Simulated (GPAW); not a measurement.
Write an ASE script for GPAW 26.7.0 that does the following.

* Task: relaxation of cell and atoms
* Functional: BLYP
* Potentials or basis: PAW data sets generated in the run's folder for this functional
* Cutoff: 600 eV
* Basis: pw
* k mesh: 7 × 7 × 7
* Occupations: fermi-dirac, width 0.05 eV
* Spin: no spin polarisation
* Eigensolver: davidson
* Maxiter: 150
* Optimizer: BFGS
* Fmax: 0.02 eV/Å
* Max steps: 60

The structure of TiSe lies in POSCAR:

```
TiSe
1.0
    3.2035900000      0.0000000000      0.0000000000
    0.0000000000      3.2035900000      0.0000000000
    0.0000000000      0.0000000000      3.2035900000
Ti Se
1 1
Direct
    0.0000000000      0.0000000000      0.0000000000
    0.5000000000      0.5000000000      0.5000000000
```

The cell was built by a generator and needn't be a form met in nature.

One way to write it, as run:

run.py

```python
from ase.filters import FrechetCellFilter
from ase.io import read, write
from ase.optimize import BFGS
from gpaw import GPAW, PW, setup_paths

setup_paths.insert(0, '.')

atoms = read('POSCAR')

calc = GPAW(mode=PW(600),
            xc='BLYP',
            kpts={'size': (7, 7, 7), 'gamma': True},
            occupations={'name': 'fermi-dirac', 'width': 0.05},
            nbands=19,
            convergence={'density': 1e-05, 'energy': 1e-05},
            eigensolver='davidson',
            maxiter=150,
            txt='gpaw.txt')
atoms.calc = calc
opt = BFGS(FrechetCellFilter(atoms), trajectory='relax.traj', logfile='-')
done = opt.run(fmax=0.02, steps=60)
calc.write('gs.gpw')
write('result.traj', atoms)
print('Converged:', done)
print('Cell:', atoms.cell.cellpar().round(4))
print('Volume:', round(atoms.get_volume(), 4))
print(atoms.get_scaled_positions().round(5))
```

Potentials or basis: PAW data sets generated in the run's folder for this functional, pw.

Command:

```sh
$ gpaw-setup -f BLYP Se Ti
$ OMP_NUM_THREADS=1 python run.py
```

Results of the run:

```yaml
Relaxed_volume: 17.50 Å³/atom
Relaxed_cell: a = 3.271 Å, b = 3.271 Å, c = 3.271 Å, α = 90.00°, β = 90.00°, γ = 90.00°
Space_group_after_relaxing_to_0.05_Å: Pm-3m (No. 221)
Energy_gained_by_relaxing: 25.5 meV/atom
Ionic_steps: 4
Pressure_after_relaxing: 0.0 GPa
Band_gap_on_the_k_mesh: none (metal or under the smearing width)
```

Caveat: later steps reuse the first step's grids.

It took 11 s on 1 thread of AMD EPYC 9R45 96-Core Processor (Zen 5), with other jobs on the host, peak memory 0.17 GiB.
